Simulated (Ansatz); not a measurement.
# CdSe (Cadmoselite) (P6_3mc) in Ansatz: reference runs

Aim: a first look at CdSe (Cadmoselite) with PBE, on the cell as given and on a disturbed one.

All numbers are computed with Ansatz 0.2.0; they aren't measurements. Logs are shortened: lines on timing, memory, paths and dates and some standing lists are left out, and cuts for length are marked.

**What was measured.**

From a printed reference work, data compilation, for a bulk crystal of CdSe at 2 K: band gap 1.841 eV.

How close the calculation comes is told below.

**1. The crystal as given**

Symmetry: P6_3mc, No. 186, hexagonal system. Conventional cell: a = 4.300 Å, b = 4.300 Å, c = 7.020 Å, α = 90.00°, β = 90.00°, γ = 120.00°. Cd (site symmetry 3m) has 4 Se at 2.61 to 2.70 Å as nearest neighbours. Around Se (site symmetry 3m) lie 4 Cd at 2.61 to 2.70 Å.

**2. Single point, PBE**

input.yaml

```yaml
crystal:
  lattice:
    - [4.3, 0.0, 0.0]
    - [-2.15, 3.7239092363, 0.0]
    - [0.0, 0.0, 7.02]
  atoms:
    - { symbol: Cd, position: [0.6666666667, 0.3333333333, 0.5] }
    - { symbol: Cd, position: [0.3333333333, 0.6666666667, 0.0] }
    - { symbol: Se, position: [0.6666666667, 0.3333333333, 0.885] }
    - { symbol: Se, position: [0.3333333333, 0.6666666667, 0.385] }
kpoints:
  mp_grid: { grid: [7, 7, 4] }
scf:
  occupations: { method: fermi_dirac, width: 0.05 }
hamiltonian:
  xc: pbe
  pseudopotentials: { kind: all_electron, lapw: { basis_error: 0.001 } }
output:
  forces: true
  stress: true
  eigenvalues: true
  populations: true
```

Potentials or basis: all-electron LAPW, scalar-relativistic.

Command:

```console
ansatz run input.yaml --threads 2 --pin off --max-ram 6144MiB --backend cpu --events-out ev --progress --plain --runs-dir out
```

Output:

```text
Warning: RAYON_NUM_THREADS=2 ignored (pool sized by the plan → 2); use --threads N
Cd: projections on atomic orbitals take those of the free atom 1s2 2s2 2p6 3s2 3p6 3d10 4s2 4p6 4d10 5s2, of charge +0.00 (hamiltonian.pseudopotentials.projection_atoms)
Se: projections on atomic orbitals take those of the free atom 1s2 2s2 2p6 3s2 3p6 3d10 4s2 4p4, of charge +0.00 (hamiltonian.pseudopotentials.projection_atoms)
LAPW: plane waves up to 8.558 Å⁻¹, error target 1.0e-3 eV per atom; small_component_spin mean_spin; Se in spheres of 1.255 Å, 24 of its electrons in bands, Dirac shells []; Cd in spheres of 1.356 Å, 20 of its electrons in bands, Dirac shells [] (how accurate: hamiltonian.pseudopotentials.lapw.basis_error, Limitations)
Engine: ansatz 0.2.0, aarch64-unknown-linux-gnu
Pseudopotentials: kind: all_electron
Pseudopotential: Cd, LAPW, valence charge 20, lapw/all_electron/scalar/gaussian/Cd, Koelling and Harmon's equation, gaussian nucleus
Pseudopotential: Se, LAPW, valence charge 24, lapw/all_electron/scalar/gaussian/Se, Koelling and Harmon's equation, gaussian nucleus
Functional definition: PBE
  parameter kappa = 0.804
  parameter beta = 0.06672455060314922
  exchange = pbe_x(kappa = kappa, mu = beta*pi^2/3)
  correlation = pbe_c(beta = beta)
Crystal: 4 atoms, lattice volume = 112.410 Å³
Basis set: ecut = 279.03887466888926 eV, 1165 PW (Γ), exchange–correlation at level 2
Bands: 53, of which v1, the nominal top of the filled ones, is band 44 counted from 1 (43 counted from 0)
Symmetry: 12 space group operations
Space group: P63mc (ITA 186), of the structure as read, at distance tolerance 4.8e-5 Å
k-points: 24 of 196 (time reversal used)
Non-local potential: Cd, projectors of the file, none
Non-local potential: Se, projectors of the file, none
Initial density: superposition of atomic densities (chi_scale 0.1, normalization cell, long waves kept (reshape's long-wave potential 0.00 eV rms))
Initial wavefunctions: plane waves of lowest kinetic energy (no species holds an atomic orbital)
Functional: x = pbe(κ = 0.804, μ = 0.2195149727645171), c = pbe(β = 0.06672455060314922)
iter 1 solved again at ethr=2.30e-3 eV; its pass at ethr=1.00e-1 eV (dr2=2.02e0 eV) is discarded
SCF iter   1: F=—  HF=-436725.414946 eV  |F-HF|=—  |Δ(HF+E_count)|=         —  Δρ=2.92e-2  dr2=2.02e0  ethr=2.30e-3  ⟨swp⟩=2.0  Hψ=8005  notcnv=0
preconditioner: auto → Resta (q_TF=auto, 2.619 Å⁻¹)  ε∞=4.0  [insulator: Δε(μ)=1.153 eV  Ē_g=12.150 eV  σ=0.050 eV  W_gap=1.00  n_scr=34 (ndim 8)  ℏωp=21.0 eV  f_vac=0.216  D(μ)=0.00/eV (n_scr^D=0)  ε∞_Penn≈4.0]
SCF iter   2: F=—  HF=-436724.739092 eV  |F-HF|=—  |Δ(HF+E_count)|=   6.76e-1  Δρ=1.33e-2  dr2=3.93e-1  ethr=2.30e-3  ⟨swp⟩=2.0  Hψ=3865  notcnv=0
SCF iter   3: F=—  HF=-436724.671122 eV  |F-HF|=—  |Δ(HF+E_count)|=   6.80e-2  Δρ=6.67e-3  dr2=9.94e-2  ethr=4.47e-4  ⟨swp⟩=2.0  Hψ=3783  notcnv=0
iter 4 solved again at ethr=6.49e-6 eV; its pass at ethr=1.13e-4 eV (dr2=5.71e-3 eV) is discarded
SCF iter   4: F=—  HF=-436724.657358 eV  |F-HF|=—  |Δ(HF+E_count)|=   1.38e-2  Δρ=1.91e-3  dr2=5.70e-3  ethr=6.49e-6  ⟨swp⟩=2.0  Hψ=6456  notcnv=0
SCF iter   5: F=—  HF=-436724.659206 eV  |F-HF|=—  |Δ(HF+E_count)|=   1.85e-3  Δρ=4.67e-4  dr2=2.89e-4  ethr=6.48e-6  ⟨swp⟩=2.9  Hψ=3697  notcnv=0
SCF iter   6: F=—  HF=-436724.659657 eV  |F-HF|=—  |Δ(HF+E_count)|=   4.51e-4  Δρ=2.24e-4  dr2=9.81e-5  ethr=3.28e-7  ⟨swp⟩=3.0  Hψ=3762  notcnv=0
SCF iter   7: F=—  HF=-436724.659838 eV  |F-HF|=—  |Δ(HF+E_count)|=   1.80e-4  Δρ=9.92e-5  dr2=2.15e-5  ethr=1.11e-7  ⟨swp⟩=3.0  Hψ=3816  notcnv=0
SCF iter   8: F=—  HF=-436724.659913 eV  |F-HF|=—  |Δ(HF+E_count)|=   7.51e-5  Δρ=2.22e-5  dr2=1.10e-6  ethr=2.45e-8  ⟨swp⟩=3.0  Hψ=3959  notcnv=0
SCF iter   9: F=—  HF=-436724.659915 eV  |F-HF|=—  |Δ(HF+E_count)|=   2.02e-6  Δρ=6.76e-6  dr2=9.17e-8  ethr=1.25e-9  ⟨swp⟩=3.0  Hψ=3928  notcnv=0
SCF iter  10: F=-436724.659915 eV  HF=-436724.659915 eV  |F-HF|=1.59e-8  |Δ(HF+E_count)|=   5.34e-8  Δρ=2.66e-6  dr2=1.01e-8  ethr=1.04e-10  ⟨swp⟩=3.0  Hψ=3950  notcnv=0
SCF 1 converged in 10 iterations: F = -436724.659915 eV  dr2 = 1.01e-8
SCF converged after 10 iterations
Free energy (F): -436724.659915 eV
Harris-Foulkes:  -436724.659915 eV  (|F-HF|=1.59e-8)
Internal energy: -436724.659900 eV  (E = F + TS)
E sigma→0 (E₀):  -436724.659907 eV
Entropy (-TS):   -0.000015 eV (-0.004 meV/atom)
Fermi energy:    8.555317 eV
--- Per-component energies (eV) ---
  E_band       = -4183.753477
  E_kinetic    = 454345.534062
  E_xc         = -13212.297968
  E_electrostatic = -877857.895994  (all electrons and nuclei)
  E_smearing   = -0.000015  (= −TS)
  E_closure    = 0.000000  (closes the sum)
  E_atoms      = -436713.737228  (free atoms, spherical and without spin; not in F)
  Σ components = -436724.659915   (vs F -436724.659915, Δ=0.00e0)
  Basis errors (estimates in eV, not in F): energy 4.4e-4 per atom: plane waves 4.1e-4 (2.4e-4 summed), levels above the bands 5.3e-76, relativity 5.5e-8, radial functions 3.5e-5, core shells 9.8e-7; eigenvalues (radial functions only) 1.2e-6; not estimated: angular momenta, meshes, grids; target (lapw.basis_error) 1.0e-3; muffin-tin radii Se 1.255 Å, Cd 1.356 Å
--- Forces (eV/Å), atoms counted from 1 ---
  atom   1  Cd    -0.00000000    -0.00000000     0.28252430
  atom   2  Cd     0.00000000     0.00000000     0.28252430
  atom   3  Se    -0.00000000    -0.00000000    -0.28253722
  atom   4  Se     0.00000000     0.00000000    -0.28253722
  max |Σ_I F_I| component: 2.58e-5 eV/Å
--- Stress (GPa, compression-positive) ---
        3.712223       0.000000       0.000000
        0.000000       3.712223       0.000000
        0.000000       0.000000       1.679000
  P = ⅓ Tr σ = 3.0345 GPa (30.345 kbar)
--- Band table (eV; the first three rows and the last of 24) ---
  k-point 0: bands = ["-198.7859", "-198.7859", "-138.2557", "-138.2557", "-138.2557", "-138.2557", "-138.2460", "-138.2460", "-93.4558", "-93.4558", "-54.5246", "-54.5243", "-54.5236", "-54.5236", "-54.5236", "-54.5236", "-38.4731", "-38.4731", "-38.4731", "-38.4731", "-38.4630", "-38.4630", "-38.4629", "-38.4629", "-38.4626", "-38.4625", "-4.4218", "-4.0547", "0.2401", "0.2401", "0.2956", "0.2956", "0.3029", "0.5980", "0.5980", "0.6624", "0.6624", "0.9432", "3.9387", "7.4549", "7.4549", "8.1590", "8.1704", "8.1704", "8.8733", "10.2934", "14.0622", "14.0622", "14.3169", "15.1720", "15.1720", "15.8806", "17.5805"]
  k-point 1: bands = ["-198.7859", "-198.7859", "-138.2557", "-138.2557", "-138.2557", "-138.2557", "-138.2460", "-138.2460", "-93.4558", "-93.4558", "-54.5245", "-54.5243", "-54.5236", "-54.5236", "-54.5236", "-54.5236", "-38.4731", "-38.4731", "-38.4731", "-38.4731", "-38.4630", "-38.4630", "-38.4629", "-38.4629", "-38.4625", "-38.4625", "-4.3677", "-4.1076", "0.2461", "0.2461", "0.2854", "0.2854", "0.3442", "0.6092", "0.6092", "0.6547", "0.6547", "0.7642", "4.4447", "7.0026", "7.5527", "7.5527", "8.0578", "8.0578", "9.8986", "10.3974", "13.8703", "14.1440", "14.1440", "14.8976", "14.8976", "15.1429", "17.6742"]
  k-point 2: bands = ["-198.7859", "-198.7859", "-138.2557", "-138.2557", "-138.2557", "-138.2557", "-138.2460", "-138.2460", "-93.4558", "-93.4558", "-54.5244", "-54.5244", "-54.5236", "-54.5236", "-54.5236", "-54.5236", "-38.4731", "-38.4731", "-38.4731", "-38.4731", "-38.4629", "-38.4629", "-38.4629", "-38.4629", "-38.4625", "-38.4625", "-4.2371", "-4.2371", "0.2637", "0.2637", "0.2637", "0.2637", "0.4948", "0.4948", "0.6337", "0.6337", "0.6337", "0.6337", "5.6080", "5.6080", "7.7979", "7.7979", "7.7979", "7.7979", "10.5102", "10.5102", "13.9924", "13.9924", "14.4366", "14.4366", "14.4366", "14.4366", "18.2366"]
  k-point 23: bands = ["-198.7859", "-198.7859", "-138.2557", "-138.2557", "-138.2557", "-138.2557", "-138.2460", "-138.2460", "-93.4558", "-93.4558", "-54.5244", "-54.5244", "-54.5238", "-54.5238", "-54.5237", "-54.5237", "-38.4732", "-38.4732", "-38.4731", "-38.4731", "-38.4630", "-38.4630", "-38.4629", "-38.4629", "-38.4625", "-38.4625", "-3.9574", "-3.9574", "0.4100", "0.4100", "0.4289", "0.4289", "0.5778", "0.5778", "0.6231", "0.6231", "1.0215", "1.0215", "4.0813", "4.0813", "5.8344", "5.8344", "7.0872", "7.0872", "11.9466", "11.9466", "13.9350", "13.9350", "14.4725", "14.4725", "16.2457", "16.2457", "17.9882"]
--- Löwdin populations: 4 sites ---
  site symbol       q [e]
     0     Cd     46.7663
     1     Cd     46.7663
     2     Se     35.0481
     3     Se     35.0481
  spilling = 0.002263 (of n_electrons = 164.000000)
```

Wall time 68 s (2 threads of Arm Neoverse N1, shared host); peak memory 0.5 GiB.

What came out:

* Free energy: -436724.6599 eV
* Pressure: 3.0 GPa
* Largest force: 0.283 eV/Å
* Band gap on the k mesh: 0.70 eV, direct
* Loewdin charges: Cd +1.23; Se -1.05 e

Forces in eV/Å, atoms in the order of the input:
```
Cd   0.000  0.000  0.283
Cd   0.000  0.000  0.283
Se   0.000  0.000 -0.283
Se   0.000  0.000 -0.283
```

Stress tensor (GPa, compression positive):
```
3.71 0.00 0.00
0.00 3.71 0.00
0.00 0.00 1.68
```

Levels at points of the mesh, in eV from the valence-band top:
```
            k point  band 40  band 41  band 42  band 43  band 44  band 45  band 46  band 47  band 48  band 49
 (0.00, 0.00, 0.00)    -0.72    -0.72    -0.01     0.00     0.00     0.70     2.12     5.89     5.89     6.15
(0.00, 0.00, -0.50)    -2.56    -0.37    -0.37    -0.37    -0.37     2.34     2.34     5.82     5.82     6.27
```

Caveat: the atomic charges don't sum to the cell's charge.

**3. Single point, PBE (atoms moved at random, drawn with an rms of 0.05 Å)**

input.yaml

```yaml
crystal:
  lattice:
    - [4.3, 0.0, 0.0]
    - [-2.15, 3.7239092363, 0.0]
    - [0.0, 0.0, 7.02]
  atoms:
    - { symbol: Cd, position: [0.667276, 0.331414, 0.500145] }
    - { symbol: Cd, position: [0.339084, 0.679925, 0.000467] }
    - { symbol: Se, position: [0.674133, 0.327455, 0.879915] }
    - { symbol: Se, position: [0.327276, 0.662299, 0.3841] }
kpoints:
  mp_grid: { grid: [7, 7, 4] }
scf:
  occupations: { method: fermi_dirac, width: 0.05 }
hamiltonian:
  xc: pbe
  pseudopotentials: { kind: all_electron, lapw: { basis_error: 0.001 } }
output:
  forces: true
  stress: true
  eigenvalues: true
  populations: true
```

Potentials or basis: all-electron LAPW, scalar-relativistic.

Command:

```console
ansatz run input.yaml --threads 2 --pin off --max-ram 6144MiB --backend cpu --events-out ev --progress --plain --runs-dir out
```

Output:

```text
Warning: RAYON_NUM_THREADS=2 ignored (pool sized by the plan → 2); use --threads N
Cd: projections on atomic orbitals take those of the free atom 1s2 2s2 2p6 3s2 3p6 3d10 4s2 4p6 4d10 5s2, of charge +0.00 (hamiltonian.pseudopotentials.projection_atoms)
Se: projections on atomic orbitals take those of the free atom 1s2 2s2 2p6 3s2 3p6 3d10 4s2 4p4, of charge +0.00 (hamiltonian.pseudopotentials.projection_atoms)
LAPW: plane waves up to 8.788 Å⁻¹, error target 1.0e-3 eV per atom; small_component_spin mean_spin; Se in spheres of 1.231 Å, 24 of its electrons in bands, Dirac shells []; Cd in spheres of 1.325 Å, 30 of its electrons in bands, Dirac shells [] (how accurate: hamiltonian.pseudopotentials.lapw.basis_error, Limitations)
[... 2 set-up lines as earlier in the session ...]
Pseudopotential: Cd, LAPW, valence charge 30, lapw/all_electron/scalar/gaussian/Cd, Koelling and Harmon's equation, gaussian nucleus
[... 6 set-up lines as earlier in the session ...]
Crystal: 4 atoms, lattice volume = 112.410 Å³
Basis set: ecut = 294.2612543833063 eV, 1291 PW (Γ), exchange–correlation at level 2
Bands: 65, of which v1, the nominal top of the filled ones, is band 54 counted from 1 (53 counted from 0)
Symmetry: 1 space group operations
[... 38 lines left out ...]
--- Forces (eV/Å), atoms counted from 1 ---
  atom   1  Cd    -0.13302736    -0.06314851     0.17130918
  atom   2  Cd     0.20419020    -0.40476671     0.25070437
  atom   3  Se    -0.23196261     0.40865487    -0.10195929
  atom   4  Se     0.16080086     0.05926181    -0.32007011
  max |Σ_I F_I| component: 1.58e-5 eV/Å
--- Stress (GPa, compression-positive) ---
        2.992449       0.700911       0.079577
        0.700911       4.128391      -0.505231
        0.079577      -0.505231       2.115510
  P = ⅓ Tr σ = 3.0788 GPa (30.788 kbar)
--- Band table (eV; the first three rows and the last of 99) ---
  k-point 0: bands = ["-380.8597", "-380.8586", "-380.8562", "-380.8557", "-380.8532", "-380.8494", "-380.8476", "-380.8472", "-380.8453", "-380.8426", "-198.7907", "-198.7811", "-138.2613", "-138.2583", "-138.2560", "-138.2521", "-138.2465", "-138.2406", "-93.4594", "-93.4570", "-54.5291", "-54.5274", "-54.5266", "-54.5260", "-54.5247", "-54.5235", "-38.4777", "-38.4762", "-38.4715", "-38.4699", "-38.4684", "-38.4675", "-38.4672", "-38.4618", "-38.4555", "-38.4541", "-4.4241", "-4.0525", "0.2223", "0.2572", "0.2799", "0.2941", "0.3327", "0.5923", "0.5978", "0.6573", "0.6610", "0.9371", "3.8916", "7.3788", "7.5062", "8.1423", "8.1664", "8.1961", "8.8687", "10.3362", "14.0176", "14.1112", "14.3151", "15.0742", "15.3228", "15.8825", "17.5178", "17.5834", "17.6645"]
  k-point 1: bands = ["-380.8597", "-380.8586", "-380.8562", "-380.8557", "-380.8532", "-380.8494", "-380.8476", "-380.8472", "-380.8453", "-380.8426", "-198.7907", "-198.7811", "-138.2613", "-138.2583", "-138.2560", "-138.2521", "-138.2465", "-138.2406", "-93.4594", "-93.4570", "-54.5291", "-54.5274", "-54.5266", "-54.5260", "-54.5247", "-54.5235", "-38.4777", "-38.4762", "-38.4715", "-38.4699", "-38.4684", "-38.4675", "-38.4672", "-38.4618", "-38.4554", "-38.4541", "-4.3695", "-4.1060", "0.2305", "0.2595", "0.2833", "0.3049", "0.3408", "0.6034", "0.6086", "0.6497", "0.6533", "0.7549", "4.4041", "6.9858", "7.4830", "7.5988", "8.0342", "8.0903", "9.9029", "10.4360", "13.8764", "14.0899", "14.1999", "14.8116", "15.0319", "15.1614", "17.6640", "18.0029", "18.1273"]
  k-point 2: bands = ["-380.8597", "-380.8586", "-380.8562", "-380.8557", "-380.8532", "-380.8494", "-380.8476", "-380.8472", "-380.8453", "-380.8426", "-198.7907", "-198.7811", "-138.2613", "-138.2583", "-138.2560", "-138.2521", "-138.2465", "-138.2406", "-93.4594", "-93.4570", "-54.5291", "-54.5274", "-54.5266", "-54.5260", "-54.5247", "-54.5235", "-38.4777", "-38.4762", "-38.4715", "-38.4699", "-38.4684", "-38.4675", "-38.4672", "-38.4618", "-38.4554", "-38.4541", "-4.2450", "-4.2295", "0.2476", "0.2544", "0.2724", "0.3065", "0.4743", "0.4870", "0.6261", "0.6284", "0.6316", "0.6383", "5.5619", "5.5961", "7.7138", "7.7617", "7.8114", "7.8885", "10.5103", "10.5554", "13.9139", "14.0877", "14.3038", "14.3913", "14.4870", "14.6315", "18.2242", "18.2304", "19.1853"]
  k-point 98: bands = ["-380.8597", "-380.8586", "-380.8562", "-380.8557", "-380.8532", "-380.8494", "-380.8476", "-380.8472", "-380.8453", "-380.8426", "-198.7907", "-198.7811", "-138.2613", "-138.2583", "-138.2560", "-138.2521", "-138.2465", "-138.2406", "-93.4594", "-93.4570", "-54.5291", "-54.5275", "-54.5267", "-54.5261", "-54.5248", "-54.5235", "-38.4778", "-38.4762", "-38.4715", "-38.4699", "-38.4684", "-38.4675", "-38.4671", "-38.4618", "-38.4554", "-38.4541", "-4.0779", "-3.9567", "0.3388", "0.3643", "0.4295", "0.4453", "0.5448", "0.5617", "0.6270", "0.6443", "0.7631", "1.0133", "4.1899", "4.7331", "5.9462", "6.2852", "6.9539", "7.3123", "11.4621", "12.3011", "13.2950", "13.6763", "14.5107", "15.0227", "15.7644", "16.7033", "17.6778", "18.3423", "19.5589"]
--- Löwdin populations: 4 sites ---
  site symbol       q [e]
     0     Cd     46.7632
     1     Cd     46.7694
     2     Se     35.0484
     3     Se     35.0476
  spilling = 0.002265 (of n_electrons = 164.000000)
```

Wall time 6.1 min (2 threads of Arm Neoverse N1, shared host); peak memory 1.1 GiB.

What came out:

| Quantity | Value |
| --- | --- |
| Free energy | -436724.6470 eV |
| Pressure | 3.1 GPa |
| Largest force | 0.518 eV/Å |
| Band gap on the k mesh | 0.67 eV, direct |
| Loewdin charges | Cd +1.24, +1.23; Se -1.05 e |

Forces in eV/Å, atoms in the order of the input:
```
Cd  -0.133 -0.063  0.171
Cd   0.204 -0.405  0.251
Se  -0.232  0.409 -0.102
Se   0.161  0.059 -0.320
```

Stress tensor (GPa, compression positive):
```
 2.99  0.70  0.08
 0.70  4.13 -0.51
 0.08 -0.51  2.12
```

Caveat: the atomic charges don't sum to the cell's charge.

**4. Against experiment**

Step 2. Against the measured gap of CdSe, 1.841 eV (2 K; a printed reference work, data compilation), the calculated 0.70 eV is off by -1.14 eV. So large a miss can be the level of theory's own, or it may mean another phase, state or a wrong row. Spin-orbit coupling on Cd, Se is left out. The value is that of PBE, without temperature or zero-point motion. Semilocal functionals fall short of measured gaps as a rule.
